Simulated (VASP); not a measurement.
# Al (Fm-3m) in VASP: a series of runs

One crystal, Al, is run at these levels: PBE; tasks: single point.

All numbers are computed with VASP 6.6.1; they aren't measurements. Logs are shortened: lines on timing, memory, paths and dates and some standing lists are left out, and cuts for length are marked.

## 1. The undisturbed crystal

It takes space group Fm-3m (No. 225, cubic). Conventional cell: a = 4.050 Å, b = 4.050 Å, c = 4.050 Å, α = 90.00°, β = 90.00°, γ = 90.00°. Around Al (site symmetry m-3m) lie 12 Al at 2.86 Å.

## 2. Single point, PBE (grid = ENCUT=400 dk=0.27 cell=4x4x4 ISMEAR=1 SIGMA=0.1 LREAL=Auto EDIFF=1e-06)

Contents of INCAR:

```
SYSTEM = Al
PREC = Accurate ; ENCUT = 400
EDIFF = 1E-6 ; ISMEAR = 1
SIGMA = 0.1 ; LREAL = Auto
LASPH = .True. ; NELM = 120
ALGO = Fast ; ISIF = 2
LWAVE = .False. ; LCHARG = .False.
GGA = PE ; NBANDS = 159
NCORE = 1 ; KPAR = 2
```

Contents of KPOINTS:

```
Automatic mesh
0
Gamma
  3 3 3
  0 0 0
```

Contents of POSCAR:

```
Al
1.0
    0.0000000000      8.0992200000      8.0992200000
    8.0992200000      0.0000000000      8.0992200000
    8.0992200000      8.0992200000      0.0000000000
Al
64
Direct
    0.0000000000      0.0000000000      0.0000000000
    0.0000000000      0.0000000000      0.2500000000
    0.0000000000      0.0000000000      0.5000000000
    0.0000000000      0.0000000000      0.7500000000
    0.0000000000      0.2500000000      0.0000000000
    0.0000000000      0.2500000000      0.2500000000
    0.0000000000      0.2500000000      0.5000000000
    0.0000000000      0.2500000000      0.7500000000
    0.0000000000      0.5000000000      0.0000000000
    0.0000000000      0.5000000000      0.2500000000
    0.0000000000      0.5000000000      0.5000000000
    0.0000000000      0.5000000000      0.7500000000
    0.0000000000      0.7500000000      0.0000000000
    0.0000000000      0.7500000000      0.2500000000
    0.0000000000      0.7500000000      0.5000000000
    0.0000000000      0.7500000000      0.7500000000
    0.2500000000      0.0000000000      0.0000000000
    0.2500000000      0.0000000000      0.2500000000
    0.2500000000      0.0000000000      0.5000000000
    0.2500000000      0.0000000000      0.7500000000
    0.2500000000      0.2500000000      0.0000000000
    0.2500000000      0.2500000000      0.2500000000
    0.2500000000      0.2500000000      0.5000000000
    0.2500000000      0.2500000000      0.7500000000
    0.2500000000      0.5000000000      0.0000000000
    0.2500000000      0.5000000000      0.2500000000
    0.2500000000      0.5000000000      0.5000000000
    0.2500000000      0.5000000000      0.7500000000
    0.2500000000      0.7500000000      0.0000000000
    0.2500000000      0.7500000000      0.2500000000
    0.2500000000      0.7500000000      0.5000000000
    0.2500000000      0.7500000000      0.7500000000
    0.5000000000      0.0000000000      0.0000000000
    0.5000000000      0.0000000000      0.2500000000
    0.5000000000      0.0000000000      0.5000000000
    0.5000000000      0.0000000000      0.7500000000
    0.5000000000      0.2500000000      0.0000000000
    0.5000000000      0.2500000000      0.2500000000
    0.5000000000      0.2500000000      0.5000000000
    0.5000000000      0.2500000000      0.7500000000
    0.5000000000      0.5000000000      0.0000000000
    0.5000000000      0.5000000000      0.2500000000
    0.5000000000      0.5000000000      0.5000000000
    0.5000000000      0.5000000000      0.7500000000
    0.5000000000      0.7500000000      0.0000000000
    0.5000000000      0.7500000000      0.2500000000
    0.5000000000      0.7500000000      0.5000000000
    0.5000000000      0.7500000000      0.7500000000
    0.7500000000      0.0000000000      0.0000000000
    0.7500000000      0.0000000000      0.2500000000
    0.7500000000      0.0000000000      0.5000000000
    0.7500000000      0.0000000000      0.7500000000
    0.7500000000      0.2500000000      0.0000000000
    0.7500000000      0.2500000000      0.2500000000
    0.7500000000      0.2500000000      0.5000000000
    0.7500000000      0.2500000000      0.7500000000
    0.7500000000      0.5000000000      0.0000000000
    0.7500000000      0.5000000000      0.2500000000
    0.7500000000      0.5000000000      0.5000000000
    0.7500000000      0.5000000000      0.7500000000
    0.7500000000      0.7500000000      0.0000000000
    0.7500000000      0.7500000000      0.2500000000
    0.7500000000      0.7500000000      0.5000000000
    0.7500000000      0.7500000000      0.7500000000
```

Potentials or basis: VASP PAW PBE potentials, release 64 (Al).

On the command line:

```
$ cat potpaw_PBE.64/Al/POTCAR > POTCAR
$ mpirun -np 4 vasp_std > vasp.out
```

OUTCAR:

```text
SYSTEM = Al
   PREC = Accurate
   ENCUT = 400
   EDIFF = 1E-6
   ISMEAR = 1
   LREAL = Auto
   LASPH = .True.
   NELM = 120
   ISIF = 2
   GGA = PE

 Found      4 irreducible k-points:

 Following reciprocal coordinates:
            Coordinates               Weight
  0.000000  0.000000  0.000000      1.000000
  0.333333  0.000000  0.000000      8.000000
  0.333333  0.333333  0.000000      6.000000
 -0.333333  0.333333  0.000000     12.000000
   k-points           NKPTS =      4   k-points in BZ     NKDIM =      4   number of bands    NBANDS=    160
   number of dos      NEDOS =    301   number of ions     NIONS =     64
   total plane-waves  NPLWV = 512000
   dimension x,y,z NGX =    80 NGY =   80 NGZ =   80
   dimension x,y,z NGXF=   160 NGYF=  160 NGZF=  160
   ions per type =              64
   NGX,Y,Z   is equivalent  to a cutoff of  11.61, 11.61, 11.61 a.u.
   NGXF,Y,Z  is equivalent  to a cutoff of  23.22, 23.22, 23.22 a.u.
 SYSTEM =  Al
   PREC   = accura    normal or accurate (medium, high low for compatibility)
   ISTART =      0    job   : 0-new  1-cont  2-samecut
   ICHARG =      2    charge: 1-file 2-atom 10-const
   ISPIN  =      1    spin polarized calculation?
   LNONCOLLINEAR =      F non collinear calculations
   LSORBIT =      F    spin-orbit coupling
   LASPH  =      T    aspherical Exc in radial PAW
   ENCUT  =  400.0 eV  29.40 Ry    5.42 a.u.  18.68 18.68 18.68*2*pi/ulx,y,z
   NELM   =    120;   NELMIN=  2; NELMDL= -5     # of ELM steps
   EDIFF  = 0.1E-05   stopping-criterion for ELM
   LREAL  =      T    real-space projection
   EDIFFG = 0.1E-04   stopping-criterion for IOM
   NSW    =      0    number of steps for IOM
[... 5 lines left out ...]
   TEBEG  =    0.0;   TEEND  =   0.0 temperature during run
   PSTRESS=    0.0 pullay stress
   NELECT =     192.0000    total number of electrons
   NUPDOWN=      -1.0000    fix difference up-down
   EMIN   =  10.00;   EMAX   =-10.00  energy-range for DOS
   EFERMI =   0.00;   METHOD = LEGACY
   ISMEAR =     1;   SIGMA  =   0.10  broadening in eV -4-tet -1-fermi 0-gaus
   EFERMI_NEDOS =   21; number of points for ismear=-14 and -15
   IALGO  =     68    algorithm
   IMIX   =      4    mixing-type and parameters
     AMIX     =   0.40;   BMIX     =  1.00
     AMIX_MAG =   1.60;   BMIX_MAG =  1.00
  volume/ion in A,a.u.               =      16.60       112.04
  Fermi-wavevector in a.u.,A,eV,Ry     =   0.925526  1.748991 11.654733  0.856599
  Thomas-Fermi vector in A             =   2.051390
   LORBIT       =      0    0 simple, 1 ext, 2 COOP (PROOUT), +10 PAW based schemes
   GGA     = PE    functional components
   LHFCALC =     F    Hartree Fock is set to
   AEXX    =    0.0000 exact exchange contribution
   IVDW    =     0    specifies the selected vdW correction
   LEPSILON=     F    determine dielectric tensor
   LRPA    =     F    only Hartree local field effects (RPA)
 non-spin polarized calculation
 RMM-DIIS sequential band-by-band and
 Methfessel and Paxton  Order N= 1 SIGMA  =   0.10
  energy-cutoff  :      400.00
  volume of cell :     1062.57
 maximum number of plane-waves:     19339
 NGX is ok and might be reduce to    80
   NGX = 37   NGY = 37   NGZ = 37

 number of electron     192.0000004 magnetization

 Free energy of the ion-electron system (eV)
  ---------------------------------------------------
  ext. energy  EPLUGINS =         0.00000000
  ---------------------------------------------------
  free energy    TOTEN  =      -240.22862801 eV

  energy without entropy =     -240.27811701  energy(sigma->0) =     -240.24512434

 E-fermi :   7.8002     XC(G=0): -10.1733

 val. band max:        7.6999903096   @ k =   0.3333   0.0000   0.0000
 cond. band min:       7.8810487292   @ k =  -0.3333   0.3333   0.0000
 fundamental gap:      0.1810584195
 Fermi energy:         7.8001961476

 k-point     1 :       0.0000    0.0000    0.0000
  band No.  band energies     occupation
      1      -3.1552      2.00000
      2      -1.4724      2.00000
      3      -1.4724      2.00000
      4      -1.4724      2.00000
      5      -1.4724      2.00000
      6      -1.4724      2.00000
[... 100 lines left out ...]
    107       8.1165     -0.00007
    108       9.0100     -0.00000

 k-point     2 :       0.3333    0.0000    0.0000
  band No.  band energies     occupation
      1      -2.9672      2.00000
      2      -2.4048      2.00000
      3      -1.6584      2.00000
      4      -1.6584      2.00000
      5      -1.6584      2.00000
      6      -1.4724      2.00000
[... 100 lines left out ...]
    107       8.8390     -0.00000
    108       8.8390     -0.00000

 k-point     3 :       0.3333    0.3333    0.0000
  band No.  band energies     occupation
      1      -2.9046      2.00000
      2      -2.1555      2.00000
      3      -1.9689      2.00000
      4      -1.9689      2.00000
      5      -1.9689      2.00000
      6      -1.9689      2.00000
[... 100 lines left out ...]
    107       8.7601     -0.00000
    108       8.7601     -0.00000

 k-point     4 :      -0.3333    0.3333    0.0000
  band No.  band energies     occupation
      1      -2.6545      2.00000
      2      -2.4672      2.00000
      3      -2.4672      2.00000
      4      -1.9067      2.00000
      5      -1.9067      2.00000
      6      -1.1629      2.00000
[... 100 lines left out ...]
    107       8.9452     -0.00000
    108       8.9452     -0.00000
 [bands above 108 left out]

------------------------ aborting loop because EDIFF is reached ----------------------------------------

  FORCE on cell =-STRESS in cart. coord.  units (eV):
  Direction    XX          YY          ZZ          XY          YZ          ZX
  --------------------------------------------------------------------------------------
  -------------------------------------------------------------------------------------
  Total       -2.3117777     -2.3117777     -2.3117777      0.0000000      0.0000000     -0.0000000
  in kB       -3.4857568     -3.4857568     -3.4857568      0.0000000      0.0000000     -0.0000000
  external PRESSURE =      -3.4857568 kB  Pullay stress =       0.0000000 kB

 VOLUME and BASIS-vectors are now :
 -----------------------------------------------------------------------------
  energy-cutoff  :      400.00
  volume of cell :     1062.57
      direct lattice vectors                 reciprocal lattice vectors
     0.000000000  8.099220000  8.099220000    -0.061734340  0.061734340  0.061734340
     8.099220000  0.000000000  8.099220000     0.061734340 -0.061734340  0.061734340
     8.099220000  8.099220000  0.000000000     0.061734340  0.061734340 -0.061734340

 POSITION                                       TOTAL-FORCE (eV/Angst)
 -----------------------------------------------------------------------------------
      0.00000      0.00000      0.00000         0.000000      0.000000      0.000000
      2.02481      2.02481      0.00000         0.000000      0.000000     -0.000000
      4.04961      4.04961      0.00000         0.000000      0.000000      0.000000
      6.07442      6.07442      0.00000         0.000000     -0.000000     -0.000000
      2.02481      0.00000      2.02481        -0.000000      0.000000      0.000000
      4.04961      2.02481      2.02481        -0.000000      0.000000     -0.000000
[... 56 lines left out ...]
     10.12402     10.12402     12.14883        -0.000000     -0.000000      0.000000
     12.14883     12.14883     12.14883        -0.000000     -0.000000     -0.000000
 -----------------------------------------------------------------------------------
    total drift:                               -0.000000      0.000000      0.000000

  FREE ENERGIE OF THE ION-ELECTRON SYSTEM (eV)
  ---------------------------------------------------
  free  energy   TOTEN  =      -240.2286280115 eV

  energy  without entropy=     -240.2781170056  energy(sigma->0) =     -240.24512434
```

Wall time 2.6 min (4 MPI ranks of Intel Xeon 6975P-C (Granite Rapids), shared host); peak memory 0.7 GiB.

These settings aren't checked as converged: the numbers below hold their error.

What came out:

```yaml
Free_energy: -240.2286 eV
Pressure: -0.3 GPa
Band_gap_on_the_k_mesh: none (metal or under the smearing width)
```

## 3. Single point, PBE (grid = ENCUT=400 dk=0.45 cell=4x4x4 ISMEAR=1 SIGMA=0.1 LREAL=Auto EDIFF=1e-06)

INCAR is that of step 2.

Contents of KPOINTS:

```
Automatic mesh
0
Gamma
  2 2 2
  0 0 0
```

POSCAR is that of step 2.

Potentials or basis: VASP PAW PBE potentials, release 64 (Al).

On the command line:

```
$ cat potpaw_PBE.64/Al/POTCAR > POTCAR
$ mpirun -np 4 vasp_std > vasp.out
```

Wall time 2.4 min (4 MPI ranks of Intel Xeon 6975P-C (Granite Rapids), shared host); peak memory 0.66 GiB.

The run converged, but some of its settings lie outside the range that counts as converged, so its numbers aren't taken as properties of the crystal.

Results:

* Free energy: -239.3280 eV
* Pressure: -0.4 GPa
* Band gap on the k mesh: none (metal or under the smearing width)

## 4. The reference run

An earlier run on the cell as given: functional PBE; potentials or basis VASP PAW PBE potentials, release 64 (Al); cutoff 520 eV; k mesh 11 × 11 × 11; occupations fermi-dirac, width 0.05 eV; no spin polarisation.

- Pressure: -0.5 GPa
- Band gap on the k mesh: none (metal or under the smearing width)
